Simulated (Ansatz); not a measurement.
# PbS: response to strain

Aim: deform PbS (equal xy, yz and zx engineering shear strains of +2 %) and compute stress, forces and field gradients with LAPW, PAW and all-electron datasets made for the crystal.

Program: Ansatz 0.2.0. Level of theory: DFT PBE, scalar-relativistic. These are calculated values, not measurements.

## (1) The structure to begin with

The structure is monoclinic, space group C2/m (No. 12). Conventional cell: a = 5.881 Å, b = 5.800 Å, c = 11.759 Å, α = 90.00°, β = 95.27°, γ = 90.00°. Around Pb (site symmetry m) lie 5 S at 2.75 to 2.98 Å. S (site symmetry m) has 5 Pb at 2.75 to 2.98 Å as nearest neighbours.

Coordinates:

```cif
data_structure
_symmetry_space_group_name_H-M 'C2/m'
_symmetry_Int_Tables_number 12
_cell_length_a 5.8810
_cell_length_b 5.8000
_cell_length_c 11.7590
_cell_angle_alpha 90.000
_cell_angle_beta 95.270
_cell_angle_gamma 90.000
_cell_volume 399.40
loop_
_atom_site_label
_atom_site_type_symbol
_atom_site_symmetry_multiplicity
_atom_site_Wyckoff_symbol
_atom_site_fract_x
_atom_site_fract_y
_atom_site_fract_z
_atom_site_occupancy
Pb1 Pb 4 i 0.27560 0.50000 0.63638 1
S1 S 4 i 0.76840 0.50000 0.59860 1
```

The file gives the conventional cell by its symmetry; the runs use the cell typed in the input.

Atoms are numbered in the order of the input: Pb1, Pb2, S3, S4.

## (2) The deformed structure

Space group C2/m before, P-1 after.

## (3) All-electron LAPW

File input.yaml:

```yaml
crystal:
  lattice:
    - [2.9115, -2.870595, 0.000405]
    - [2.9695, 2.929405, 0.058405]
    - [-0.9629571, 0.1062924, 11.6984895]
  atoms:
    - { symbol: Pb, position: [0.7756, 0.7756, 0.63638] }
    - { symbol: Pb, position: [0.2244, 0.2244, 0.36362] }
    - { symbol: S, position: [0.2684, 0.2684, 0.5986] }
    - { symbol: S, position: [0.7316, 0.7316, 0.4014] }
kpoints:
  mp_grid: { grid: [7, 7, 3] }
  band_path:
    path:
      - [0.0, 0.0, 0.0]
      - [0.0, 0.5, 0.0]
      - [0.5, 0.0, 0.0]
      - [0.0, 0.0, 0.0]
      - [0.0, 0.0, -0.5]
      - [0.5, 0.5, -0.5]
      - [0.0, 0.0, 0.0]
      - [0.5, 0.0, -0.5]
      - [0.0, 0.5, -0.5]
    npoints: 5
scf:
  occupations: { method: fermi_dirac, width: 0.01 }
hamiltonian:
  xc: pbe
  pseudopotentials: { kind: all_electron, lapw: { basis_error: 0.0005 } }
output:
  forces: true
  stress: true
  eigenvalues: true
```

On the command line:

```bash
ansatz run input.yaml --threads 1 --pin off --max-ram 4096MiB --backend cpu --events-out ev --progress --plain --runs-dir out
```

## (4) Frozen-core PAW

File input.yaml:

```yaml
crystal:
  lattice:
    - [2.9115, -2.870595, 0.000405]
    - [2.9695, 2.929405, 0.058405]
    - [-0.9629571, 0.1062924, 11.6984895]
  atoms:
    - { symbol: Pb, position: [0.7756, 0.7756, 0.63638] }
    - { symbol: Pb, position: [0.2244, 0.2244, 0.36362] }
    - { symbol: S, position: [0.2684, 0.2684, 0.5986] }
    - { symbol: S, position: [0.7316, 0.7316, 0.4014] }
kpoints:
  mp_grid: { grid: [7, 7, 3] }
scf:
  occupations: { method: fermi_dirac, width: 0.01 }
hamiltonian:
  xc: pbe
  pseudopotentials: { kind: paw }
output:
  forces: true
  stress: true
  eigenvalues: true
  efg: { contact_densities: true }
```

## (5) All-electron PAW on datasets made for the crystal

input.yaml, as its differences from that of step 4:

```diff
@@ -16,3 +16,3 @@
   xc: pbe
-  pseudopotentials: { kind: paw }
+  pseudopotentials: { kind: all_electron, datasets: crystal }
 output:
```

(Steps that only read results are left out.)

**Question.** What will these runs give? Wanted: pressure; largest shear or deviatoric stress.

**Answer**, as computed:

```
                                 quantity                                           value
                                 pressure  LAPW 0.27, PAW 0.26, crystal datasets 0.27 GPa
largest shear or deviatoric stress (LAPW)                                        1.44 GPa
```

The largest part of the stress beyond the pressure is 1.44 GPa in size, in the zz component; the atoms are carried along and not relaxed. No run of the undeformed cell stands beside it, so the pressure holds what the given cell had before the change. PAW: stress within 0.01 GPa of LAPW, forces within 1 meV/Å. Crystal datasets: stress within 0.01 GPa of LAPW, forces within 1 meV/Å. Spin-orbit coupling is left out, though the cell holds Pb; in elements this heavy it can shift bands and gaps by tenths of an eV.

The gaps are Kohn-Sham values of a semilocal functional, not quasiparticle or optical gaps. Such gaps usually fall short of the measured ones; spin-orbit coupling, left out here, narrows gaps with Pb, so the two errors partly cancel.
